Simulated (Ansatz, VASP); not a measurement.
# Sn2Pt in two plane-wave programs

One calculation is typed for both programs; each brings its own data sets. How far apart do they land? The cell is taken from a series of runs on this material, whose earlier steps may have relaxed, scaled, displaced or heated it; both programs get it as it stands.

Program: Ansatz 0.2.0. Level of theory: plane waves, with VASP 6.6.1 beside it; relaxation of cell and atoms at PBEsol, spin-orbit coupling. Results are calculated unless marked as measured.

### Step 1. The structure

It takes space group Fm-3m (No. 225, cubic). The conventional cell has a = 6.439 Å, b = 6.439 Å, c = 6.439 Å, α = 90.00°, β = 90.00°, γ = 90.00°. Nearest to Sn lie 4 Pt at 2.79 Å. Nearest to Pt lie 8 Sn at 2.79 Å. Farther neighbours are not listed.

### Step 2. Ansatz: relaxation of cell and atoms, PBEsol, spin-orbit coupling

Ansatz runs on its fully relativistic PAW (standard-fr) files.

The relaxed volume is the usual yardstick between codes: in a stiff, nearly cubic crystal its relative difference is about their pressure difference at one cell divided by the bulk modulus.

The input, input.yaml:

```yaml
crystal:
  lattice:
    - [0.0, 3.2195, 3.2195]
    - [3.2195, 0.0, 3.2195]
    - [3.2195, 3.2195, 0.0]
  atoms:
    - { symbol: Sn, position: [0.25, 0.25, 0.25] }
    - { symbol: Sn, position: [0.75, 0.75, 0.75] }
    - { symbol: Pt, position: [0.0, 0.0, 0.0] }
kpoints:
  mp_grid: { grid: [10, 10, 10] }
hamiltonian:
  xc: pbesol
  pseudopotentials: { kind: paw_fr }
scf:
  occupations: { method: gaussian, width: 0.1 }
output:
  forces: true
  stress: true
  eigenvalues: true
magnetization:
  noncollinear: true
  spin_orbit: true
relax:
  adjacent_minimum: "off"
  f_tol: 0.005
  max_steps: 60
  cell: { stress_tol: 0.03 }
```

Command:

```console
ansatz run input.yaml --threads 4 --pin off --max-ram 8192MiB --backend cpu --events-out ev --progress --plain --runs-dir out
```

Numbers of over 12 decimals in the logs are rounded to 6 here.

The program printed:

```text
Engine: ansatz 0.2.0, x86_64-unknown-linux-gnu
Pseudopotentials: kind: paw_fr
Pseudopotential: Sn, paw_fr, valence charge 14, recommended cutoff 420 eV (normal), Sn.paw.azcp#standard-fr
Pseudopotential: Pt, paw_fr, valence charge 18, recommended cutoff 420 eV (normal), Pt.paw.azcp#standard-fr
Functional definition: PBEsol
  exchange = pbesol_x
  correlation = pbesol_c
non-collinear run that drives no moment, with spin-orbit: no starting moment large enough to seed its density (crystal.atoms[].spin), no starting occupations that ask for one, no magnetisation constraint and no magnetic field, so the semilocal B_xc is pinned to zero
Crystal: 3 atoms, lattice volume = 66.741 Å³
Basis set: ecut = 420 eV, 1291 PW (Γ), exchange–correlation on 64×64×64 points (8 copies of the dense FFT grid, shifted against one another)
Bands: 56, of which v1, the nominal top of the filled ones, is band 46 counted from 1 (45 counted from 0)
Symmetry: 48 space group operations + 48 with time reversal
Magnetic group: BNS 225.117 (UNI 1619), of the structure as read, at distance tolerance 4.1e-5 Å
k-points: 47 of 1000
Projection manifold: j_resolved (fully-relativistic pseudo-atomic orbitals)
Non-local potential: Sn, projectors of the file, l = 0: 2, l = 1: 4, l = 2: 4, l = 3: 4
Non-local potential: Pt, projectors of the file, l = 0: 3, l = 1: 4, l = 2: 4, l = 3: 2
PAW form: soft (Blöchl's): semilocal exchange-correlation on the pseudo side does not see the compensation charge
PAW frozen core: Sn, regenerated for the run's functional, and the local potential with it (the file was generated under x = pbe(κ = 0.804, μ = 0.219515), c = pbe(β = 0.066725))
PAW frozen core: Pt, regenerated for the run's functional, and the local potential with it (the file was generated under x = pbe(κ = 0.804, μ = 0.219515), c = pbe(β = 0.066725))
PAW one-centre angular grid: Sn, 590 points (default); XC on 64 Gauss nodes
PAW one-centre angular grid: Pt, 590 points (default); XC on 64 Gauss nodes
Initial density: superposition of atomic densities (chi_scale 0.1, normalization cell, long waves kept (reshape's long-wave potential 0.00 eV rms))
Initial wavefunctions: pseudopotential atomic-orbital guess
Functional: x = pbesol(κ = 0.804, μ = 0.123457), c = pbesol(β = 0.046)
SCF iter   1: F=—  HF=-24324.288249 eV  |F-HF|=—  |Δ(HF+E_count)|=         —  Δρ=9.15e-2  dr2=7.59e0  dr2_m=0.00e0 (ungated)  ethr=3.10e-3  |M|=0.00e0 ∫|m|=0.00e0 μB  |m|>n=0.0e0 m-floor=0.0e0 τ_xc=0.0e0  β_m=0.30  ⟨swp⟩=7.4  Hψ=6272  notcnv=0  defer=16
preconditioner: auto → Kerker (q_TF=auto, 2.564 Å⁻¹)  [metal: Δε(μ)=0.037 eV  Ē_g=17.116 eV  σ=0.100 eV  W_gap=0.21  n_scr=14 (ndim 8)  ℏωp=28.0 eV  f_vac=0.006  D(μ)=1.30/eV (n_scr^D=8)]
spin=Noncollinear: Kerker preconditioning applied to the charge; magnetization (m_x, m_y, m_z) channels mix plain (no charge-response kernel on spin).
SCF iter   2: F=—  HF=-24323.115963 eV  |F-HF|=—  |Δ(HF+E_count)|=    1.17e0  Δρ=4.10e-2  dr2=1.26e0  dr2_m=0.00e0 (ungated)  ethr=3.10e-3  |M|=0.00e0 ∫|m|=0.00e0 μB  |m|>n=0.0e0 m-floor=0.0e0 τ_xc=0.0e0  β_m=0.40  ⟨swp⟩=2.0  Hψ=2005  notcnv=0  defer=174
preconditioner: auto → none  [insulator: Δε(μ)=0.161 eV  Ē_g=17.078 eV  σ=0.100 eV  W_gap=0.72  n_scr=14 (ndim 8)  ℏωp=28.0 eV  f_vac=0.011  D(μ)=0.73/eV (n_scr^D=0)  ε∞_Penn≈3.7]
SCF iter   3: F=—  HF=-24322.874332 eV  |F-HF|=—  |Δ(HF+E_count)|=   2.42e-1  Δρ=1.19e-2  dr2=7.04e-2  dr2_m=0.00e0 (ungated)  ethr=2.74e-3  |M|=0.00e0 ∫|m|=0.00e0 μB  |m|>n=0.0e0 m-floor=0.0e0 τ_xc=0.0e0  β_m=0.55  ⟨swp⟩=2.0  Hψ=1673  notcnv=0  defer=174
SCF iter   4: F=—  HF=-24322.880658 eV  |F-HF|=—  |Δ(HF+E_count)|=   6.33e-3  Δρ=4.29e-3  dr2=1.87e-2  dr2_m=0.00e0 (ungated)  ethr=1.53e-4  |M|=0.00e0 ∫|m|=0.00e0 μB  |m|>n=0.0e0 m-floor=0.0e0 τ_xc=0.0e0  β_m=0.55  ⟨swp⟩=2.0  Hψ=2026  notcnv=0  defer=190
SCF iter   5: F=—  HF=-24322.878495 eV  |F-HF|=—  |Δ(HF+E_count)|=   2.16e-3  Δρ=8.76e-4  dr2=1.02e-3  dr2_m=0.00e0 (ungated)  ethr=4.06e-5  |M|=0.00e0 ∫|m|=0.00e0 μB  |m|>n=0.0e0 m-floor=0.0e0 τ_xc=0.0e0  β_m=0.59  ⟨swp⟩=2.0  Hψ=1430  notcnv=0  defer=190
SCF iter   6: F=—  HF=-24322.878368 eV  |F-HF|=—  |Δ(HF+E_count)|=   1.27e-4  Δρ=1.56e-4  dr2=3.07e-5  dr2_m=0.00e0 (ungated)  ethr=2.23e-6  |M|=0.00e0 ∫|m|=0.00e0 μB  |m|>n=0.0e0 m-floor=0.0e0 τ_xc=0.0e0  β_m=0.76  ⟨swp⟩=2.0  Hψ=1516  notcnv=0  defer=190
SCF iter   7: F=—  HF=-24322.878365 eV  |F-HF|=—  |Δ(HF+E_count)|=   3.49e-6  Δρ=1.46e-5  dr2=1.07e-7  dr2_m=0.00e0 (ungated)  ethr=6.67e-8  |M|=0.00e0 ∫|m|=0.00e0 μB  |m|>n=0.0e0 m-floor=0.0e0 τ_xc=0.0e0  β_m=0.88  ⟨swp⟩=2.0  Hψ=1641  notcnv=0  defer=190
SCF iter   8: F=-24322.878365 eV  HF=-24322.878365 eV  |F-HF|=6.38e-8  |Δ(HF+E_count)|=   5.48e-8  Δρ=7.77e-6  dr2=6.89e-8  dr2_m=0.00e0 (ungated)  ethr=2.17e-10  |M|=0.00e0 ∫|m|=0.00e0 μB  |m|>n=0.0e0 m-floor=0.0e0 τ_xc=0.0e0  ⟨swp⟩=11.1  Hψ=5781  notcnv=0
[...]
SCF iter   4: F=—  HF=-24322.878711 eV  |F-HF|=—  |Δ(HF+E_count)|=   4.18e-6  Δρ=3.01e-5  dr2=1.63e-6  dr2_m=0.00e0 (ungated)  ethr=2.25e-8  |M|=0.00e0 ∫|m|=0.00e0 μB  |m|>n=0.0e0 m-floor=0.0e0 τ_xc=0.0e0  β_m=0.86  ⟨swp⟩=2.0  Hψ=1415  notcnv=0
[...]
SCF iter   9: F=-24322.878713 eV  HF=-24322.878713 eV  |F-HF|=0.00e0  |Δ(HF+E_count)|=  6.18e-11  Δρ=9.61e-8  dr2=9.72e-12  dr2_m=0.00e0 (ungated)  ethr=1.00e-12  |M|=0.00e0 ∫|m|=0.00e0 μB  |m|>n=0.0e0 m-floor=0.0e0 τ_xc=0.0e0  ⟨swp⟩=5.6  Hψ=5267  notcnv=0
SCF 3 converged in 9 iterations: F = -24322.878713 eV  dr2 = 9.72e-12
relax step   3: F+E_penalty+E_count = -24322.87871299 eV  Δ(F+E_penalty+E_count) = -3.485e-4 eV  max|allowed force component| = 5.281e-17 eV/Å  Δτ_max = 0.0000 Å  P = -0.008 GPa  Ω = 67.056 Å³  energy of the carried Pulay correction = -1.406e-4 eV  (9 SCF iters, accepted)
Projection manifold: j_resolved (fully-relativistic pseudo-atomic orbitals)
Initial wavefunctions: pseudopotential atomic-orbital guess (no wavefunctions were taken with the density)
iter 1 solved again at ethr=2.07e-7 eV; its pass at ethr=3.10e-3 eV (dr2=9.51e-5 eV) is discarded
SCF iter   1: F=—  HF=-24322.878841 eV  |F-HF|=—  |Δ(HF+E_count)|=         —  Δρ=3.20e-5  dr2=2.00e-8  dr2_m=0.00e0 (ungated)  ethr=2.07e-7  |M|=0.00e0 ∫|m|=0.00e0 μB  |m|>n=0.0e0 m-floor=0.0e0 τ_xc=0.0e0  β_m=0.30  ⟨swp⟩=3.0  Hψ=9211  notcnv=0
eigensolver tolerance schedule: the retry pair's looser diagonalisation over-reported the residual by 4763.88 of it (diagonalisation noise at 0.47 of the residual, at the tolerance the schedule requests for it); recorded, not acted on — ethr = c·dr2/N_el stays at c = 1.0e-1
preconditioner: auto → Kerker (q_TF=auto, 2.562 Å⁻¹)  [metal: Δε(μ)=0.035 eV  Ē_g=17.058 eV  σ=0.100 eV  W_gap=0.19  n_scr=14 (ndim 8)  ℏωp=28.0 eV  f_vac=0.043  D(μ)=1.05/eV (n_scr^D=0)]
spin=Noncollinear: Kerker preconditioning applied to the charge; magnetization (m_x, m_y, m_z) channels mix plain (no charge-response kernel on spin).
SCF iter   2: F=—  HF=-24322.878845 eV  |F-HF|=—  |Δ(HF+E_count)|=   4.19e-6  Δρ=2.25e-5  dr2=9.51e-9  dr2_m=0.00e0 (ungated)  ethr=4.34e-11  |M|=0.00e0 ∫|m|=0.00e0 μB  |m|>n=0.0e0 m-floor=0.0e0 τ_xc=0.0e0  β_m=0.59  ⟨swp⟩=2.9  Hψ=2611  notcnv=0
SCF iter   3: F=—  HF=-24322.878847 eV  |F-HF|=—  |Δ(HF+E_count)|=   1.59e-6  Δρ=2.51e-6  dr2=1.57e-10  dr2_m=0.00e0 (ungated)  ethr=2.07e-11  |M|=0.00e0 ∫|m|=0.00e0 μB  |m|>n=0.0e0 m-floor=0.0e0 τ_xc=0.0e0  β_m=0.62  ⟨swp⟩=2.0  Hψ=2357  notcnv=0
SCF iter   4: F=-24322.878847 eV  HF=-24322.878847 eV  |F-HF|=3.64e-12  |Δ(HF+E_count)|=   1.92e-8  Δρ=1.30e-7  dr2=9.24e-12  dr2_m=0.00e0 (ungated)  ethr=1.00e-12  |M|=0.00e0 ∫|m|=0.00e0 μB  |m|>n=0.0e0 m-floor=0.0e0 τ_xc=0.0e0  ⟨swp⟩=6.0  Hψ=6093  notcnv=0
SCF 4 converged in 4 iterations: F = -24322.878847 eV  dr2 = 9.24e-12
relax step   4: F+E_penalty+E_count = -24322.87884704 eV  Δ(F+E_penalty+E_count) = -1.340e-4 eV  max|allowed force component| = 7.710e-17 eV/Å  Δτ_max = 0.0000 Å  P = -0.008 GPa  Ω = 67.056 Å³  stress off target by 8.26e-3 GPa  SCF on the basis re-selected at this cell (its energy is not comparable with the rows above)  (4 SCF iters)
basis re-selected at this cell: Δ(F+E_penalty+E_count) = -1.340e-4 eV, ΔP = -0.001 GPa vs the last step (what re-selecting the basis moved, of the pressure what is left beyond the Pulay correction that the steps carried, after the strain that the cell walked since its last selection, with what the two solves' SCF thresholds leave and, on support functions, any second-order correction that the steps lacked; it is no m [...]
SCF converged after 4 iterations
Magnetization: |M| = 0.0000 μB,  M = (+0.0000, +0.0000, +0.0000) μB
Absolute magnetization: 0.0000 μB (∫|m|)
  site 0: m = (+0.0000, +0.0000, +0.0000) μB, |m| = 0.0000 μB  (R = 1.15 Å)
  site 1: m = (+0.0000, +0.0000, +0.0000) μB, |m| = 0.0000 μB  (R = 1.15 Å)
  site 2: m = (+0.0000, +0.0000, +0.0000) μB, |m| = 0.0000 μB  (R = 1.15 Å)
Free energy (F): -24322.878847 eV
Harris-Foulkes:  -24322.878847 eV  (|F-HF|=3.64e-12)
Internal energy: -24322.873584 eV  (E = F + TS)
E sigma→0 (E₀):  -24322.876215 eV
Entropy (-TS):   -0.005263 eV (-1.754 meV/atom)
Fermi energy:    14.220134 eV
--- Per-component energies (eV) ---
  E_band       = -384.608797
  E_kinetic    = 1015.747449
  E_local      = -3819.117033  (includes V_loc(G=0)·N_el)
  E_nonlocal   = 130.421129
  E_hartree    = 1894.045927
  E_xc         = -1020.601156
  E_vxc        = -498.401016  (∫ρ·V_xc dr)
  E_paw        = -17479.996650  (= ΣΔE_a)
  E_vpaw       = -1001.351319  (= ΣTr[D̂ρ^β])
  E_aug_tail   = 0.000145  (compensation charges beyond the density's cutoff)
  E_ewald      = -5044.241923
  E_core_change = 0.868527  (= ΣΔE_core)
  E_smearing   = -0.005263  (= −TS)
  E_closure    = -0.000000  (closes the sum)
  Σ components = -24322.878847   (vs F -24322.878847, Δ=0.00e0)
--- Forces (eV/Å), atoms counted from 1 ---
  atom   1  Sn     0.00000000     0.00000000     0.00000000
  atom   2  Sn    -0.00000000    -0.00000000     0.00000000
  atom   3  Pt     0.00000000    -0.00000000    -0.00000000
  max |Σ_I F_I| component: 4.63e-17 eV/Å
--- Stress (GPa, compression-positive) ---
       -0.008255       0.000000       0.000000
        0.000000      -0.008255      -0.000000
        0.000000       0.000000      -0.008255
  P = ⅓ Tr σ = -0.0083 GPa (-0.083 kbar)
--- Band table (eV; the first three rows and the last of 47) ---
  k-point 0: bands = [... 42 lower, 15.9184, 15.9184, 16.6550, 16.6550, 16.6550, 16.6550, 16.6607, 16.6607, ... 6 higher]
  k-point 1: bands = [... 42 lower, 14.8579, 14.8579, 15.7983, 15.7983, 16.1707, 16.1707, 16.9807, 16.9807, ... 6 higher]
  k-point 2: bands = [... 42 lower, 13.6404, 13.6404, 14.8770, 14.8770, 15.4151, 15.4151, 16.7062, 16.7062, ... 6 higher]
  k-point 46: bands = [... 42 lower, 11.1054, 11.1054, 12.0793, 12.0793, 15.5165, 15.5165, 17.3754, 17.3754, ... 6 higher]
--- Relaxed structure (3 steps of the walk, 2 accepted, 1 SCFs on fresh bases) ---
  F+E_penalty+E_count = -24322.87884704 eV   max|allowed force component| = 7.710e-17 eV/Å   (the final SCF, on the basis selected at the relaxed cell)
  cell:  # Å, volume = 67.0563 Å³
    - [0, 3.224555, 3.224555]
    - [3.224555, 0, 3.224555]
    - [3.224555, 3.224555, 0]
  atoms:
    - { symbol: Sn, position: [0.250000, 0.250000, 0.250000] }
    - { symbol: Sn, position: [0.75, 0.75, 0.75] }
    - { symbol: Pt, position: [0, 0, 0] }
```

The column dr2 measures how far the density is from self-consistency, as an energy; F and HF (Harris–Foulkes) agree once it is small.

(Continued in part 2 of 2.)

[Lines on the potential files, build, host, timing and source positions are cut from VASP's logs without a mark.]

[Logs are printed without paths, hosts, clocks, repeated set-up lines and the standing remarks that a program may print on its own settings, such as how far it seeks lower states.]

[Hosts, paths, dates, database ids (printed as entryN), source tags and the programs' standing remarks are cut or masked in the printed files.]
